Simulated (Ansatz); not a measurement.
# Molecular dynamics of BaTiO₃

The input (input.yaml):

```yaml
crystal:
  lattice:
    - [5.653985, 0.0, 0.0]
    - [-2.826992, 4.896495, 0.0]
    - [0.0, 0.0, 18.705904]
  atoms:
    - { symbol: Ba, position: [0.0, 0.0, 0.0534591] }
    - { symbol: Ti, position: [0.33333329, 0.66666664, 0.1106588] }
    - { symbol: O, position: [0.49719994, 0.99439996, 0.058552] }
    - { symbol: O, position: [0.00559997, 0.5028, 0.058552] }
    - { symbol: O, position: [0.49719997, 0.50279997, 0.058552] }
    - { symbol: Ba, position: [0.66666665, 0.33333329, 0.1609255] }
    - { symbol: Ti, position: [0.0, 0.0, 0.24120634] }
    - { symbol: O, position: [0.1633133, 0.32662663, 0.19486294] }
    - { symbol: O, position: [0.67337331, 0.83668663, 0.19486294] }
    - { symbol: O, position: [0.16331327, 0.83668666, 0.19486294] }
    - { symbol: Ba, position: [0.33333329, 0.66666664, 0.30109004] }
    - { symbol: Ti, position: [0.66666665, 0.33333329, 0.35819355] }
    - { symbol: O, position: [0.83457239, 0.6691448, 0.32559404] }
    - { symbol: O, position: [0.33085514, 0.16542755, 0.32559404] }
    - { symbol: O, position: [0.83457242, 0.16542752, 0.32559404] }
basis:
  ecutwfc: 200.0
kpoints:
  mp_grid: { grid: [2, 2, 1] }
hamiltonian:
  xc: pbe
  dispersion: d3bj
  pseudopotentials: { kind: paw, azcp: { folder: soft_1 } }
scf:
  occupations: { method: fermi_dirac, width: 0.05 }
  lower_state_search: "off"
  max_iter: 57
md:
  timestep: 1.5
  n_steps: 200
  ensemble: nve
  temperature: 600.0
  initial_velocities: maxwell_boltzmann
  seed: 582299
  constraints: [{ sites: [0, 1, 2, 3, 4] }]
```

Command:

```bash
$ ansatz run input.yaml --threads 1 --pin off --max-ram 3072MiB --backend cpu --events-out ev --progress --plain --runs-dir out
```

It starts from a relaxed structure.

Output, in part (step lines):

```
md step     0: t =     0.00 fs  T =   600.0 K  F+E_penalty+E_count = -30415.89178700 eV  E_kin = 0.775560 eV  conserved = -30415.11622701 eV  (20 SCF iters)
[... lines left out ...]
```

The steps, from the saved trajectory:

```
time (fs)  T (K)  potential energy less start (eV)  conserved less start (meV/atom)
      0.0    600                             0.000                             0.00
      9.0    622                            -0.030                            -0.07
     18.0    518                             0.106                            -0.02
     27.0    401                             0.257                             0.01
     36.0    452                             0.191                            -0.08
     45.0    294                             0.396                             0.03
     54.0    407                             0.248                            -0.06
     63.0    398                             0.261                            -0.04
     72.0    340                             0.338                             0.08
     81.0    614                            -0.021                            -0.17
     90.0    420                             0.234                             0.12
     99.0    686                            -0.114                            -0.15
    108.0    518                             0.106                             0.01
    117.0    489                             0.143                             0.01
    126.0    578                             0.027                            -0.14
    135.0    351                             0.323                             0.07
    144.0    480                             0.153                            -0.14
    153.0    284                             0.409                             0.09
    162.0    547                             0.066                            -0.18
    171.0    388                             0.275                             0.09
    180.0    608                            -0.012                            -0.15
    189.0    510                             0.117                             0.01
    198.0    541                             0.076                             0.00
    207.0    647                            -0.063                            -0.18
    216.0    330                             0.351                             0.13
    225.0    602                            -0.006                            -0.19
    234.0    326                             0.355                             0.07
    243.0    395                             0.264                            -0.06
    252.0    365                             0.304                            -0.04
    261.0    379                             0.286                             0.05
    270.0    700                            -0.132                            -0.18
    279.0    476                             0.162                             0.09
    288.0    668                            -0.090                            -0.15
    297.0    477                             0.160                             0.06
```

The run went to its last step. The conserved energy stayed within 0.22 meV per atom of its start (net change 0.12 meV per atom), so the integration is sound. A run of 0.3 ps of so small a system gives no equilibrium averages. The plane-wave cutoff is below what these datasets need, so energies and pressures aren't converged. Limits of this set-up: coarse k mesh, thin slab, slab without dipole correction.

Mean squared displacements from the first frame to the last: Ba 0.01 Å², Ti 0.04 Å², O 0.06 Å².

Last frame:

```xyz
15
Lattice="5.6540 0.0000 0.0000 -2.8270 4.8965 0.0000 0.0000 0.0000 18.7059" Properties=species:S:1:pos:R:3
Ba 0.000 0.000 1.000
Ti 0.000 3.264 2.070
O 0.000 4.869 1.095
O -1.390 2.462 1.095
O 1.390 2.462 1.095
Ba 2.853 1.594 2.952
Ti 0.015 -0.180 4.509
O 0.023 1.393 3.560
O 1.503 3.781 3.708
O -1.471 3.897 3.611
Ba 0.039 3.124 5.528
Ti 2.866 1.337 6.610
O 3.091 3.045 5.910
O 1.380 0.801 5.934
O 4.252 0.448 6.007
```

Time of the run: 6.1 min on 1 thread of Intel(R) Xeon(R) Platinum 8488C (Sapphire Rapids), on a shared host, peak memory 0.56 GiB.
